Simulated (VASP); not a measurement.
# TiTe2 (P-3m1) in VASP: further runs

One crystal, TiTe2, is run at these levels: LDA; tasks: relaxation of cell and atoms, relaxation of the atoms.

Everything below comes from runs of VASP 6.6.1. Logs are shortened: lines on timing, memory, paths and dates and some standing lists are left out, and cuts for length are marked.

## 1. Starting point

The structure is trigonal, space group P-3m1 (No. 164). Conventional cell: a = 3.777 Å, b = 3.777 Å, c = 6.498 Å, α = 90.00°, β = 90.00°, γ = 120.00°. Ti (site symmetry -3m) is surrounded by 6 Te at 2.77 Å. Around Te (site symmetry 3m) lie 3 Ti at 2.77 Å.

## 2. Relaxation of cell and atoms, LDA

Contents of INCAR:

```
PREC     = Accurate       # precision mode
ENCUT    = 520            # plane-wave cutoff, eV
EDIFF    = 1E-7           # SCF threshold, eV
ISMEAR   = 0              # smearing method
SIGMA    = 0.02           # smearing width, eV
LREAL    = F              # projectors in reciprocal space
LASPH    = T              # aspherical terms in the spheres
NELM     = 80             # most SCF steps
ALGO     = Normal         # electronic algorithm
ISIF     = 3              # what is computed and relaxed
LWAVE    = F              # write WAVECAR
LCHARG   = F              # write CHGCAR
GGA      = CA             # functional
IBRION   = 2              # ionic algorithm
NSW      = 80             # ionic steps
EDIFFG   = -0.002         # ionic threshold
```

Contents of KPOINTS:

```
regular mesh
0
Gamma
  9 9 6
```

Contents of POSCAR:

```
TiTe2
1.0
    3.7770000000      0.0000000000      0.0000000000
   -1.8885000000      3.2709779500      0.0000000000
    0.0000000000      0.0000000000      6.4980000000
Ti Te
1 2
Direct
    0.0000000000      0.0000000000      0.0000000000
    0.6666666700      0.3333333300      0.2628000000
    0.3333333300      0.6666666700      0.7372000000
```

Potentials or basis: VASP PAW LDA potentials, release 64 (Ti_sv, Te).

Started as:

```sh
cat potpaw_LDA.64/Ti_sv/POTCAR potpaw_LDA.64/Te/POTCAR > POTCAR
mpirun -np 1 vasp_std > vasp.out
```

OUTCAR:

```text
PREC = Accurate
   ENCUT = 520
   EDIFF = 1E-7
   ISMEAR = 0
   LREAL = F
   LASPH = T
   NELM = 80
   ISIF = 3
   GGA = CA
   IBRION = 2
   NSW = 80
   EDIFFG = -0.002

 ion  position               nearest neighbor table
   1  0.000  0.000  0.000-   2 2.77   3 2.77   3 2.77   2 2.77   2 2.77   3 2.77
   2  0.667  0.333  0.263-   1 2.77   1 2.77   1 2.77
   3  0.333  0.667  0.737-   1 2.77   1 2.77   1 2.77

  LATTYP: Found a hexagonal cell.
 ALAT       =     3.7770000000
 C/A-ratio  =     1.7204130262

  Lattice vectors:

 A1 = (   3.7770000000,   0.0000000000,   0.0000000000)
 A2 = (  -1.8885000000,   3.2709779500,   0.0000000000)
 A3 = (   0.0000000000,   0.0000000000,   6.4980000000)

Analysis of symmetry for initial positions (statically):
=====================================================================
 Subroutine PRICEL returns:
 Original cell was already a primitive cell.

 Routine SETGRP: Setting up the symmetry group for a
 hexagonal supercell.

 Subroutine GETGRP returns: Found 12 space group operations
 (whereof 12 operations were pure point group operations)
 out of a pool of 24 trial point group operations.

The static configuration has the point symmetry D_3d.

Analysis of symmetry for dynamics (positions and initial velocities):
=====================================================================
 Subroutine PRICEL returns:
 Original cell was already a primitive cell.

 Routine SETGRP: Setting up the symmetry group for a
 hexagonal supercell.

 Subroutine GETGRP returns: Found 12 space group operations
 (whereof 12 operations were pure point group operations)
 out of a pool of 24 trial point group operations.

The dynamic configuration has the point symmetry D_3d.

 Subroutine INISYM returns: Found 12 space group operations
 (whereof 12 operations are pure point group operations),
 and found     1 'primitive' translations

----------------------------------------------------------------------------------------

                                     Primitive cell

  volume of cell :      80.2794

  direct lattice vectors                    reciprocal lattice vectors
     3.777000000  0.000000000  0.000000000     0.264760392  0.152859484  0.000000000
    -1.888500000  3.270977950  0.000000000     0.000000000  0.305718967  0.000000000
     0.000000000  0.000000000  6.498000000     0.000000000  0.000000000  0.153893506

  length of vectors
     3.777000000  3.777000000  6.498000000     0.305718967  0.305718967  0.153893506

  position of ions in fractional coordinates (direct lattice)
     0.000000000  0.000000000  0.000000000
     0.666666670  0.333333330  0.262800000
     0.333333330  0.666666670  0.737200000

  ion indices of the primitive-cell ions
   primitive index   ion index
                 1           1
                 2           2
                 3           3

----------------------------------------------------------------------------------------

 KPOINTS: regular mesh

Automatic generation of k-mesh.
 Grid dimensions read from file:
 generate k-points for:    9    9    6

 Generating k-lattice:

  Cartesian coordinates                     Fractional coordinates (reciprocal lattice)
     0.029417821  0.016984387  0.000000000     0.111111111 -0.000000000  0.000000000
     0.000000000  0.033968774  0.000000000     0.000000000  0.111111111  0.000000000
     0.000000000  0.000000000  0.025648918     0.000000000  0.000000000  0.166666667

  Length of vectors
     0.033968774  0.033968774  0.025648918

  Shift w.r.t. Gamma in fractional coordinates (k-lattice)
     0.000000000  0.000000000  0.000000000

 Subroutine IBZKPT returns following result:
 ===========================================

 Found     62 irreducible k-points:

 Following reciprocal coordinates:
            Coordinates               Weight
  0.000000  0.000000  0.000000      1.000000
  0.111111  0.000000  0.000000      6.000000
  0.222222  0.000000  0.000000      6.000000
  0.333333  0.000000  0.000000      6.000000
  0.444444  0.000000  0.000000      6.000000
  0.111111  0.111111  0.000000      6.000000
[... 16 lines left out ...]
  0.222222  0.111111  0.166667     12.000000
 -0.111111  0.333333  0.166667     12.000000
 [... further k-points ...]
   k-points           NKPTS =     62   k-points in BZ     NKDIM =     62   number of bands    NBANDS=     16
   number of dos      NEDOS =    301   number of ions     NIONS =      3
   total plane-waves  NPLWV =  37632
   dimension x,y,z NGX =    28 NGY =   28 NGZ =   48
   dimension x,y,z NGXF=    56 NGYF=   56 NGZF=   96
   ions per type =               1   2
   NGX,Y,Z   is equivalent  to a cutoff of  12.32, 12.32, 12.28 a.u.
   NGXF,Y,Z  is equivalent  to a cutoff of  24.65, 24.65, 24.56 a.u.
 SYSTEM =  unknown system
   PREC   = accura    normal or accurate (medium, high low for compatibility)
   ISTART =      0    job   : 0-new  1-cont  2-samecut
   ICHARG =      2    charge: 1-file 2-atom 10-const
   ISPIN  =      1    spin polarized calculation?
   LNONCOLLINEAR =      F non collinear calculations
   LSORBIT =      F    spin-orbit coupling
   LASPH  =      T    aspherical Exc in radial PAW
   ENCUT  =  520.0 eV  38.22 Ry    6.18 a.u.   7.02  7.02 12.08*2*pi/ulx,y,z
   NELM   =     80;   NELMIN=  2; NELMDL= -5     # of ELM steps
   EDIFF  = 0.1E-06   stopping-criterion for ELM
   LREAL  =      F    real-space projection
   EDIFFG = -.2E-02   stopping-criterion for IOM
   NSW    =     80    number of steps for IOM
   IBRION =      2    ionic relax: 0-MD 1-quasi-New 2-CG
   NFREE  =      1    steps in history (QN), initial steepest desc. (CG)
   ISIF   =      3    stress and relaxation
   ISYM   =      2    0-nonsym 1-usesym 2-fastsym
   POTIM  = 0.5000    time-step for ionic-motion
   TEBEG  =    0.0;   TEEND  =   0.0 temperature during run
   PSTRESS=    0.0 pullay stress
   NELECT =      24.0000    total number of electrons
   NUPDOWN=      -1.0000    fix difference up-down
   EMIN   =  10.00;   EMAX   =-10.00  energy-range for DOS
   EFERMI =   0.00;   METHOD = LEGACY
   ISMEAR =     0;   SIGMA  =   0.02  broadening in eV -4-tet -1-fermi 0-gaus
   EFERMI_NEDOS =   21; number of points for ismear=-14 and -15
   IALGO  =     38    algorithm
   IMIX   =      4    mixing-type and parameters
     AMIX     =   0.40;   BMIX     =  1.00
     AMIX_MAG =   1.60;   BMIX_MAG =  1.00
  volume/ion in A,a.u.               =      26.76       180.58
  Fermi-wavevector in a.u.,A,eV,Ry     =   1.094655  2.068597 16.303438  1.198269
  Thomas-Fermi vector in A             =   2.230964
   LORBIT       =      0    0 simple, 1 ext, 2 COOP (PROOUT), +10 PAW based schemes
   GGA     = CA    functional components
   LHFCALC =     F    Hartree Fock is set to
   AEXX    =    0.0000 exact exchange contribution
   IVDW    =     0    specifies the selected vdW correction
   LEPSILON=     F    determine dielectric tensor
   LRPA    =     F    only Hartree local field effects (RPA)
 conjugate gradient relaxation of ions
 non-spin polarized calculation
 Gauss-broadening in eV      SIGMA  =   0.02
  energy-cutoff  :      520.00
  volume of cell :       80.28
 maximum number of plane-waves:      2183
   NGX = 13   NGY = 13   NGZ = 25

--------------------------------------- Ionic step        1  -------------------------------------------

 number of electron      23.9999998 magnetization

 Free energy of the ion-electron system (eV)
  ---------------------------------------------------
  ext. energy  EPLUGINS =         0.00000000
  ---------------------------------------------------
  free energy    TOTEN  =       -18.27033853 eV

  energy without entropy =      -18.26996561  energy(sigma->0) =      -18.27015207

------------------------ aborting loop because EDIFF is reached ----------------------------------------

  FORCE on cell =-STRESS in cart. coord.  units (eV):
  Direction    XX          YY          ZZ          XY          YZ          ZX
  --------------------------------------------------------------------------------------
  -------------------------------------------------------------------------------------
  Total       -2.1121826     -2.1121826     -1.8527389      0.0000000     -0.0000000      0.0000000
  in kB      -42.1538973    -42.1538973    -36.9760488      0.0000000     -0.0000000      0.0000000
  external PRESSURE =     -40.4279478 kB  Pullay stress =       0.0000000 kB
[... 92 lines left out ...]
  FREE ENERGIE OF THE ION-ELECTRON SYSTEM (eV)
  ---------------------------------------------------
  free  energy   TOTEN  =       -18.3308659846 eV

  energy  without entropy=      -18.3304720829  energy(sigma->0) =      -18.33066903

[... ionic steps 4 to 18 ...]

--------------------------------------- Ionic step       19  -------------------------------------------

 number of electron      24.0000002 magnetization

------------------------ aborting loop because EDIFF is reached ----------------------------------------

  FORCE on cell =-STRESS in cart. coord.  units (eV):
  Direction    XX          YY          ZZ          XY          YZ          ZX
  --------------------------------------------------------------------------------------
  -------------------------------------------------------------------------------------
  Total       -0.0058964     -0.0058964     -0.0034268      0.0000000      0.0000000      0.0000000
  in kB       -0.1281549     -0.1281549     -0.0744799      0.0000000      0.0000000      0.0000000
  external PRESSURE =      -0.1102633 kB  Pullay stress =       0.0000000 kB
[... 59 lines left out ...]
  energy  without entropy=      -18.3467620187  energy(sigma->0) =      -18.34694954

--------------------------------------- Ionic step       21  -------------------------------------------

 number of electron      24.0000002 magnetization

 Free energy of the ion-electron system (eV)
  ---------------------------------------------------
  ext. energy  EPLUGINS =         0.00000000
  ---------------------------------------------------
  free energy    TOTEN  =       -18.34713789 eV

  energy without entropy =      -18.34676142  energy(sigma->0) =      -18.34694965

 E-fermi :   7.7070     XC(G=0): -10.4957

 val. band max:        7.6938142303   @ k =   0.0000   0.1111   0.1667
 cond. band min:       7.7126040702   @ k =   0.0000   0.4444   0.1667
 fundamental gap:      0.0187898399
 Fermi energy:         7.7070026504

 k-point     1 :       0.0000    0.0000    0.0000
  band No.  band energies     occupation
      1     -48.8569      2.00000
      2     -25.5134      2.00000
      3     -25.5134      2.00000
      4     -25.4884      2.00000
      5      -5.1832      2.00000
      6      -3.4040      2.00000
[... 8 lines left out ...]
     15       9.0791      0.00000
     16      10.9650      0.00000
[... 420 lines left out ...]
  band No.  band energies     occupation
      1     -48.8537      2.00000
      2     -25.5516      2.00000
      3     -25.5249      2.00000
      4     -25.4786      2.00000
      5      -4.1136      2.00000
      6      -3.0719      2.00000
[... 8 lines left out ...]
     15       9.2000      0.00000
     16      10.5599      0.00000

 [... further k-points ...]

------------------------ aborting loop because EDIFF is reached ----------------------------------------

  FORCE on cell =-STRESS in cart. coord.  units (eV):
  Direction    XX          YY          ZZ          XY          YZ          ZX
  --------------------------------------------------------------------------------------
  -------------------------------------------------------------------------------------
  Total       -0.0024601     -0.0024601      0.0020369      0.0000000      0.0000000      0.0000000
  in kB       -0.0534631     -0.0534631      0.0442660      0.0000000      0.0000000      0.0000000
  external PRESSURE =      -0.0208868 kB  Pullay stress =       0.0000000 kB
[... 18 lines left out ...]
  FREE ENERGIE OF THE ION-ELECTRON SYSTEM (eV)
  ---------------------------------------------------
  free  energy   TOTEN  =       -18.3471378893 eV

  energy  without entropy=      -18.3467614206  energy(sigma->0) =      -18.34694965

 reached required accuracy - stopping structural energy minimisation
```

It took 5.7 min on 1 thread of Intel Xeon 6975P-C (Granite Rapids), shared host; peak memory 0.22 GiB.

Results:

```yaml
Free_energy: -18.3471 eV
Relaxed_volume: 24.57 Å³/atom
Relaxed_cell: a = 3.670 Å, b = 3.670 Å, c = 6.321 Å, α = 90.00°, β = 90.00°, γ = 120.00°
Space_group_after_relaxing_to_0.05_Å: P-3m1 (No. 164)
Energy_gained_by_relaxing: 25.6 meV/atom
Ionic_steps: 21
Pressure_after_relaxing: 0.0 GPa
Band_gap_on_the_k_mesh: none (metal or under the smearing width)
```

The path:
```
step  energy change (eV)  largest force (eV/Å)  pressure (GPa)  volume (Å³)
   1              0.0000                0.2703           -4.04        80.28
   2             -0.0227                0.7578            3.55        72.69
   3             -0.0605                0.2746           -0.15        75.90
   4             -0.0681                0.1986           -0.12        75.37
   5             -0.0732                0.0811           -0.07        74.58
   6             -0.0734                0.0501           -0.05        74.38
   7             -0.0747                0.0401           -0.02        74.19
   8             -0.0767                0.0046            0.10        73.62
   9             -0.0767                0.0012            0.11        73.56
  10             -0.0766                0.0398           -0.26        73.91
  11             -0.0768                0.0116           -0.01        73.67
  12             -0.0768                0.0015            0.00        73.70
  13             -0.0768                0.0019            0.01        73.70
  14             -0.0768                0.0021           -0.01        73.70
  15             -0.0768                0.0070            0.00        73.68
  16             -0.0768                0.0026            0.00        73.69
  17             -0.0768                0.0024            0.01        73.70
  18             -0.0768                0.0032           -0.01        73.72
  19             -0.0768                0.0032           -0.01        73.72
  20             -0.0768                0.0025           -0.01        73.72
  21             -0.0768                0.0003            0.00        73.72
```

Final structure:
```
CELL_PARAMETERS angstrom
3.66993 0.00000 0.00000
-1.83497 3.17825 0.00000
0.00000 0.00000 6.32058
ATOMIC_POSITIONS crystal
Ti 0.00000 0.00000 0.00000
Te 0.66667 0.33333 0.27006
Te 0.33333 0.66667 0.72994
```

(Part 1 of 2 ends here.)
